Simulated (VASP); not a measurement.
# AlN (P6_3mc) in VASP: notebook, part 2 of 2

VASP 6.6.1. The steps go on from the part before.

## (5) Relaxation of cell and atoms, PBE

This run uses another cell than the first one, of 10.45 Å³/atom, 1.021 times its volume.

INCAR reads:

```
ALGO = Normal
EDIFF = 1E-6
EDIFFG = -0.01
ENCUT = 600
GGA = PE
IBRION = 2
ISIF = 3
ISMEAR = 0
LASPH = T
LCHARG = F
LREAL = F
LWAVE = F
NELM = 80
NSW = 90
PREC = Accurate
SIGMA = 0.03
```

KPOINTS reads:

```
k-points
0
Gamma
  12 12 6
```

POSCAR reads:

```
AlN
1.0
    3.1130000000      0.0000000000      0.0000000000
   -1.5565000000      2.6959370820      0.0000000000
    0.0000000000      0.0000000000      4.9810000000
Al N
2 2
Direct
    0.3333333333      0.6666666667      0.0000000000
    0.6666666667      0.3333333333      0.5000000000
    0.3333333333      0.6666666667      0.3800000000
    0.6666666667      0.3333333333      0.8800000000
```

Potentials or basis: VASP PAW PBE potentials, release 64 (Al, N).

Command:

```
$ cat potpaw_PBE.64/Al/POTCAR potpaw_PBE.64/N/POTCAR > POTCAR
$ mpirun -np 1 vasp_std > vasp.out
```

OUTCAR:

```text
EDIFF = 1E-6
   EDIFFG = -0.01
   ENCUT = 600
   GGA = PE
   IBRION = 2
   ISIF = 3
   ISMEAR = 0
   LASPH = T
   LREAL = F
   NELM = 80
   NSW = 90
   PREC = Accurate

 ion  position               nearest neighbor table
   1  0.333  0.667  0.000-   3 1.89   4 1.89   4 1.89   4 1.89   2 3.07   2 3.07   2 3.07   2 3.07
                             2 3.07   2 3.07
   2  0.667  0.333  0.500-   4 1.89   3 1.89   3 1.89   3 1.89   1 3.07   1 3.07   1 3.07   1 3.07
                             1 3.07   1 3.07
   3  0.333  0.667  0.380-   1 1.89   2 1.89   2 1.89   2 1.89
   4  0.667  0.333  0.880-   2 1.89   1 1.89   1 1.89   1 1.89

  LATTYP: Found a hexagonal cell.
 ALAT       =     3.1130000000
 C/A-ratio  =     1.6000642467

  Lattice vectors:

 A1 = (   3.1130000000,   0.0000000000,   0.0000000000)
 A2 = (  -1.5565000000,   2.6959370820,   0.0000000000)
 A3 = (   0.0000000000,   0.0000000000,   4.9810000000)

Analysis of symmetry for initial positions (statically):
=====================================================================
 Subroutine PRICEL returns:
 Original cell was already a primitive cell.

 Routine SETGRP: Setting up the symmetry group for a
 hexagonal supercell.

 Subroutine GETGRP returns: Found 12 space group operations
 (whereof  6 operations were pure point group operations)
 out of a pool of 24 trial point group operations.

The static configuration has the point symmetry C_3v.
[... 244 lines left out ...]
--------------------------------------- Ionic step        3  -------------------------------------------

 number of electron      15.9999999 magnetization

 Free energy of the ion-electron system (eV)
  ---------------------------------------------------
  ext. energy  EPLUGINS =         0.00000000
  ---------------------------------------------------
  free energy    TOTEN  =       -29.78264092 eV

  energy without entropy =      -29.78264092  energy(sigma->0) =      -29.78264092

 E-fermi :   6.1764     XC(G=0): -10.8355

 val. band max:        5.9763197842   @ k =   0.0000   0.0000   0.0000
 cond. band min:      10.0414952243   @ k =   0.0000   0.0000   0.0000
 fundamental gap:      4.0651754401
 Fermi energy:         6.1764166824

 k-point     1 :       0.0000    0.0000    0.0000
  band No.  band energies     occupation
      1      -9.0972      2.00000
      2      -7.0120      2.00000
      3       0.0645      2.00000
      4       5.1407      2.00000
      5       5.1407      2.00000
      6       5.7815      2.00000
      7       5.7815      2.00000
      8       5.9763      2.00000
      9      10.0415      0.00000
     10      12.5146      0.00000
     11      16.4474      0.00000
     12      17.0311      0.00000
[... 331 lines left out ...]
 k-point    24 :       0.3333    0.0000    0.1667
  band No.  band energies     occupation
      1      -7.8018      2.00000
      2      -6.6084      2.00000
      3       1.1357      2.00000
      4       2.0826      2.00000
      5       2.6843      2.00000
      6       4.2440      2.00000
      7       5.1987      2.00000
      8       5.3368      2.00000
      9      11.7675      0.00000
     10      12.5857      0.00000
     11      14.3396      0.00000
     12      16.0287      0.00000

 [... further k-points ...]
[... 5 lines left out ...]
  --------------------------------------------------------------------------------------
  -------------------------------------------------------------------------------------
  Total        0.0186784      0.0186784     -0.0196718      0.0000000      0.0000000      0.0000000
  in kB        0.7041699      0.7041699     -0.7416209      0.0000000      0.0000000      0.0000000
  external PRESSURE =       0.2222396 kB  Pullay stress =       0.0000000 kB
[... 19 lines left out ...]
  FREE ENERGIE OF THE ION-ELECTRON SYSTEM (eV)
  ---------------------------------------------------
  free  energy   TOTEN  =       -29.7826409163 eV

  energy  without entropy=      -29.7826409163  energy(sigma->0) =      -29.78264092

 reached required accuracy - stopping structural energy minimisation
```

It took 36 s on 1 thread of Intel Xeon 6975P-C (Granite Rapids), shared host; peak memory 0.2 GiB.

What came out:

```yaml
Free_energy: -29.7826 eV
Relaxed_volume: 10.62 Å³/atom
Relaxed_cell: a = 3.127 Å, b = 3.127 Å, c = 5.018 Å, α = 90.00°, β = 90.00°, γ = 120.00°
Space_group_after_relaxing_to_0.05_Å: P6_3mc (No. 186)
Energy_gained_by_relaxing: 2.1 meV/atom
Ionic_steps: 3
Pressure_after_relaxing: 0.0 GPa
Largest_force_after_relaxing: 0.004 eV/Å
Band_gap_on_the_k_mesh: 4.07 eV, direct
```

Forces in eV/Å, atoms in the order of the input:
```
Al   0.000  0.000 -0.004
Al   0.000  0.000 -0.004
N    0.000  0.000  0.004
N    0.000  0.000  0.004
```

Stress tensor (GPa, compression positive):
```
 0.07  0.00  0.00
 0.00  0.07  0.00
 0.00  0.00 -0.07
```

The path:
| step | energy change (eV) | largest force (eV/Å) | pressure (GPa) | volume (Å³) |
| --- | --- | --- | --- | --- |
| 1 | 0.0000 | 0.1289 | 3.35 | 41.80 |
| 2 | -0.0017 | 0.0910 | -2.80 | 43.14 |
| 3 | -0.0083 | 0.0042 | 0.02 | 42.50 |

Final structure:
```
Al N
1.0
     3.12734    0.00000    0.00000
    -1.56367    2.70836    0.00000
     0.00000    0.00000    5.01754
Al N
2 2
Cartesian
  0.0000 1.8056 5.0142
  1.5637 0.9028 2.5054
  0.0000 1.8056 1.9100
  1.5637 0.9028 4.4188
```

A k mesh can miss the band edges. PBE usually gives volumes a little too large and moduli too small.

## (6) Relaxation of cell and atoms, PBE

This run uses another cell than the first one, of 10.62 Å³/atom, 1.038 times its volume.

INCAR, as its differences from that of step 5:

```diff
@@ -1,4 +1,4 @@
 ALGO = Normal
-EDIFF = 1E-6
-EDIFFG = -0.01
+EDIFF = 1E-7
+EDIFFG = -0.005
 ENCUT = 600
```

KPOINTS is that of step 5.

POSCAR reads:

```
AlN                                     
1.0
    3.1273442091      0.0000000000      0.0000000000
   -1.5636721045      2.7083595314      0.0000000000
    0.0000000000      0.0000000000      5.0175425414
  Al              N             
     2     2
Direct
     0.3333333332999970    0.6666666667000030    0.9993379579579507
     0.6666666667000030    0.3333333332999970    0.4993379579579508
     0.3333333332999970    0.6666666667000030    0.3806620420420518
     0.6666666667000030    0.3333333332999970    0.8806620420420519
```

Potentials or basis: VASP PAW PBE potentials, release 64 (Al, N).

Command:

```
$ cat potpaw_PBE.64/Al/POTCAR potpaw_PBE.64/N/POTCAR > POTCAR
$ mpirun -np 1 vasp_std > vasp.out
```

Run time: 24 s. Hardware: 1 thread of Intel Xeon 6975P-C (Granite Rapids), shared host; peak memory 0.19 GiB.

Results (log left out):

| Item | Value |
| --- | --- |
| Free energy | -29.7835 eV |
| Energy gained by relaxing | 0.0 meV/atom |
| Ionic steps | 2 |
| Pressure after relaxing | 0.0 GPa |
| Largest force after relaxing | 0.005 eV/Å |
| Band gap on the k mesh | 4.06 eV, direct |

Forces on the atoms (eV/Å):
```
Al   0.000  0.000 -0.005
Al   0.000  0.000 -0.005
N    0.000  0.000  0.005
N    0.000  0.000  0.005
```

Final structure:
```cif
data_structure
_symmetry_space_group_name_H-M 'P 1'
_symmetry_Int_Tables_number 1
_cell_length_a 3.1279
_cell_length_b 3.1279
_cell_length_c 5.0159
_cell_angle_alpha 90.000
_cell_angle_beta 90.000
_cell_angle_gamma 120.000
_cell_volume 42.50
loop_
_atom_site_label
_atom_site_type_symbol
_atom_site_fract_x
_atom_site_fract_y
_atom_site_fract_z
_atom_site_occupancy
Al1 Al 0.33333 0.66667 0.99930 1
Al2 Al 0.66667 0.33333 0.49930 1
N1 N 0.33333 0.66667 0.38070 1
N2 N 0.66667 0.33333 0.88070 1
```

Levels at points of the mesh, in eV from the valence-band top:
| k point | band 4 | band 5 | band 6 | band 7 | band 8 | band 9 | band 10 | band 11 | band 12 |
| --- | --- | --- | --- | --- | --- | --- | --- | --- | --- |
| (0.00, 0.00, 0.00) | -0.84 | -0.84 | -0.20 | -0.20 | 0.00 | 4.06 | 6.53 | 10.47 | 11.05 |
| (0.50, 0.00, 0.00) | -4.12 | -3.30 | -2.05 | -1.74 | -0.68 | 5.77 | 5.77 | 8.04 | 10.16 |
| (0.00, 0.00, 0.50) | -3.30 | -0.53 | -0.53 | -0.53 | -0.53 | 6.33 | 6.33 | 10.18 | 10.18 |
| (0.50, 0.00, 0.50) | -5.53 | -1.44 | -1.44 | -1.35 | -1.35 | 5.25 | 5.25 | 9.16 | 9.16 |

A k mesh can miss the band edges. A hybrid or GW would open this gap; PBE tends to underestimate it.

## (7) Overview

```tsv
level	potentials or basis	gap on the mesh (eV)	pressure (GPa)	relaxed volume (Å³/atom)
LDA	VASP PAW LDA potentials, release 64 (Al, N)	4.40	0.0	10.24
PBEsol	VASP PAW PBE potentials, release 64 (Al, N)	4.12	0.0	10.45
PBE	VASP PAW PBE potentials, release 64 (Al, N)	4.06	0.0	10.62
```

Alike in all rows: task relaxation of cell and atoms; no spin polarisation; cell relaxed; k mesh 12 × 12 × 6; cutoff (eV) 600; smearing gaussian 0.03 eV.

Caveats: the PAW data sets were made with another functional, which shifts forces and pressure a little (some runs).

Total energies depend on the potentials used, so only differences within one code and one set of settings carry meaning.
